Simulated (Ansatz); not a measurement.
# Te: the cost of one run

Method: DFT PBE, scalar-relativistic, in Ansatz 0.2.0.

## (1) The system as given

The structure is monoclinic, space group C2/m (No. 12). The conventional cell has a = 8.468 Å, b = 4.742 Å, c = 3.959 Å, α = 90.00°, β = 91.89°, γ = 90.00°. Te (site symmetry m) has 6 Te at 2.99 to 3.25 Å as nearest neighbours. Te (site symmetry 2/m) has 6 Te at 2.99 to 3.10 Å as nearest neighbours.

Cell or atoms stand a little off a more symmetric structure (R-3m at a tolerance of 0.3 Å), so results at this geometry aren't those of that ideal crystal.

Structure file:

```
CELL_PARAMETERS angstrom
4.23410 -2.37120 0.00000
4.23410 2.37120 0.00000
-0.13045 0.00000 3.95735
ATOMIC_POSITIONS crystal
Te 0.67600 0.67600 0.67500
Te 0.32400 0.32400 0.32500
Te 0.00000 0.00000 0.00000
```

Atoms are numbered in the order of the input: Te1, Te2, Te3.

## (2) After the deformation

Space group C2/m before, C2/m after.

## (3) Full-potential LAPW

The input, input.yaml:

```yaml
crystal:
  lattice:
    - [4.2341, -2.3712, 0.0]
    - [4.2341, 2.3712, 0.0]
    - [-0.13045, 0.0, 3.878203]
  atoms:
    - { symbol: Te, position: [0.676, 0.676, 0.675] }
    - { symbol: Te, position: [0.324, 0.324, 0.325] }
    - { symbol: Te, position: [0.0, 0.0, 0.0] }
kpoints:
  mp_grid: { grid: [8, 8, 8] }
  band_path:
    path:
      - [0.0, 0.0, 0.0]
      - [-0.3284955894, 0.3284955894, 0.0]
      - [-0.6715044106, -0.3284955894, 0.0]
      - [-0.5, -0.5, 0.0]
      - [0.0, 0.0, 0.0]
      - [-0.5, -0.5, 0.5]
      - [-0.6772631612, -0.3227368388, 0.5]
      - [-0.3227368388, 0.3227368388, 0.5]
      - [0.0, 0.0, 0.5]
    npoints: 5
scf:
  occupations: { method: fermi_dirac, width: 0.05 }
hamiltonian:
  xc: pbe
  pseudopotentials: { kind: all_electron, lapw: { basis_error: 0.001 } }
output:
  forces: true
  stress: true
  eigenvalues: true
```

Started as:

```sh
$ ansatz run input.yaml --threads 1 --pin off --max-ram 4096MiB --backend cpu --events-out ev --progress --plain --runs-dir out
```

What time and memory should one allow on 1 thread of Intel Xeon 6975P-C (Granite Rapids), shared host?

About 53 s, with a peak of 0.74 GiB.
